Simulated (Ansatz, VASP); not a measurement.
**MnS: VASP beside Ansatz**

```
Mn S
1.0
     0.00000    2.60450    2.60450
     2.60450    0.00000    2.60450
     2.60450    2.60450    0.00000
Mn S
1 1
Direct
  0.00000 0.00000 0.00000
  0.50000 0.50000 0.50000
```

Alike in both runs: task single point; functional PBE; k mesh 8 × 8 × 8; occupations gaussian, width 0.05 eV; collinear spin; Hubbard terms Mn d U = 3.9 eV.

```csv
,VASP,Ansatz
version,VASP 6.6.1,Ansatz 0.2.0
potentials or method,"VASP PAW PBE potentials, release 64 (Mn_pv, S)","scalar-relativistic, plane waves, PAW"
plane-wave cutoff (eV),520,420
valence electrons in the cell,19,21
```

Ansatz gave:

* gap on the k mesh at the Fermi level (eV): 0.87
* least direct gap on the mesh (eV): 2.50
* pressure (GPa): 4.9
* net moment per atom (μB): 2.50
* size of the moment on the site where the two differ most (μB): 4.50

Which values does VASP return?

gap on the k mesh at the Fermi level (eV): 0.53; least direct gap on the mesh (eV): 2.56; pressure (GPa): 4.2; net moment per atom (μB): 2.50; size of the moment on the site where the two differ most (μB): 4.59.

Site moments also hang on the region over which each program counts them. The programs project onto different local orbitals, so the same U acts differently. The two sets of potentials don't hold the same shells in valence. Ansatz warned: «stability_check_not_made».

Caveats: a cell with one magnetic atom can't hold antiferromagnetic order, which such compounds often take. A k mesh can miss the band edges. The state reached can hang on the start; a lower one may exist.
